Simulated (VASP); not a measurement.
The system is C.

```
C
1.0
     2.52210    0.00000    0.00000
    -1.26105    2.18420    0.00000
     0.00000    0.00000    8.23710
C
8
Direct
  0.66667 0.33333 0.84375
  0.33333 0.66667 0.34375
  0.66667 0.33333 0.65625
  0.33333 0.66667 0.15625
  0.00000 0.00000 0.90625
  0.00000 0.00000 0.40625
  0.00000 0.00000 0.59375
  0.00000 0.00000 0.09375
```

This is a hexagonal form of diamond, not graphite.

```yaml
Program: VASP 6.6.1
Task: relaxation of cell and atoms
Functional: vdW-DF-cx
Potentials_or_basis: VASP PAW PBE potentials, release 64 (C)
Cutoff: 600 eV
k_mesh: 12 × 12 × 4
Occupations: fermi-dirac, width 0.05 eV
Spin: no spin polarisation
```

At the start: pressure 0.5 GPa; volume 5.67 Å³/atom.

**Question.** Where does the relaxation end?

**Answer.** Over 6 steps the energy falls by 2.5 meV/atom and the volume is 5.68 Å³/atom (+0.1 %); space group P6_3/mmc (No. 194, to 0.05 Å).

The path:
```
step  energy change (eV)  largest force (eV/Å)  pressure (GPa)  volume (Å³)
   1              0.0000                0.3424            0.48        45.38
   2              0.0138                0.4933           -0.35        45.48
   3             -0.0200                0.0495           -0.06        45.42
   4             -0.0200                0.0428           -0.05        45.42
   5             -0.0200                0.0488            0.03        45.41
   6             -0.0202                0.0056           -0.01        45.42
```

Final structure:
```
CELL_PARAMETERS angstrom
2.51445 0.00000 0.00000
-1.25723 2.17758 0.00000
0.00000 0.00000 8.29462
ATOMIC_POSITIONS crystal
C 0.66667 0.33333 0.84444
C 0.33333 0.66667 0.34444
C 0.66667 0.33333 0.65556
C 0.33333 0.66667 0.15556
C 0.00000 0.00000 0.90706
C 0.00000 0.00000 0.40706
C 0.00000 0.00000 0.59294
C 0.00000 0.00000 0.09294
```

Caveat: the PAW data sets were made with another functional, which shifts forces and pressure a little.
